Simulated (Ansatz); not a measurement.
# Ag: the cost of one run

Program: Ansatz 0.2.0. Level of theory: DFT r2SCAN, scalar-relativistic, plane waves, PAW. These are calculated values, not measurements.

2 further runs of the same task are left out: 2 set aside as unsound or not needed. Runs told in other sessions of the task aren't counted.

## 1. Starting point

It takes space group Im-3m (No. 229, cubic). Conventional cell: a = 3.269 Å, b = 3.269 Å, c = 3.269 Å, α = 90.00°, β = 90.00°, γ = 90.00°. Around Ag (site symmetry m-3m) lie 8 Ag at 2.83 Å.

As a file:

```xyz
2
Lattice="-1.6343 1.6343 1.6343 1.6343 -1.6343 1.6343 3.2685 3.2685 0.0000" Properties=species:S:1:pos:R:3 pbc="T T T"
Ag    0.0000    0.0000    0.0000
Ag    1.6343    1.6343    1.6343
```

It goes back to an entry of the Materials Project, which need not be the stable form.

It is built from the cell relaxed beforehand with the same method (17.46 Å³/atom).

## 2. The reference cell

The cell is repeated 2 times, 2 atoms in all. Reference values: F = -15207.8275 eV; pressure -0.21 GPa; largest force 0.000 eV/Å; gap on the mesh none (metal). It was computed beforehand with the settings of the runs below.

## 3. Next: freezing in a mode

Mode 5 of the phonon run on this cell, counted from the lowest, is frozen in: each atom moves by x times its row below, so x is the largest displacement.

```
atom     ux     uy      uz
 Ag1  0.000  0.000   1.000
 Ag2  0.000  0.000  -1.000
```

## 4. Point x = -0.120 Å

Input file input.yaml:

```yaml
crystal:
  lattice:
    - [-1.6342676484, 1.6342676484, 1.6342676484]
    - [1.6342676484, -1.6342676484, 1.6342676484]
    - [3.2685352969, 3.2685352969, 0.0]
  atoms:
    - { symbol: Ag, position: [-0.0367136926, -0.0367136926, 0.0] }
    - { symbol: Ag, position: [0.5367136926, 0.5367136926, 0.5] }
basis:
  ecutwfc: 500
kpoints:
  mp_grid: { grid: [22, 22, 14] }
hamiltonian:
  xc: r2scan
scf:
  occupations: { method: gaussian, width: 0.15 }
output:
  forces: true
  stress: true
  eigenvalues: true
  write_density: true
  write_potential: true
  elf: true
  volumetric_format: npy
```

The run is started by

```bash
$ ansatz run input.yaml --threads 2 --pin off --max-ram 5120MiB --backend cpu --events-out ev --progress --plain --runs-dir out
```

What time and memory should one allow on 2 threads of Oxide Virtual Turin-like (Zen 5), shared host?

About 39 s, with a peak of 1.1 GiB.
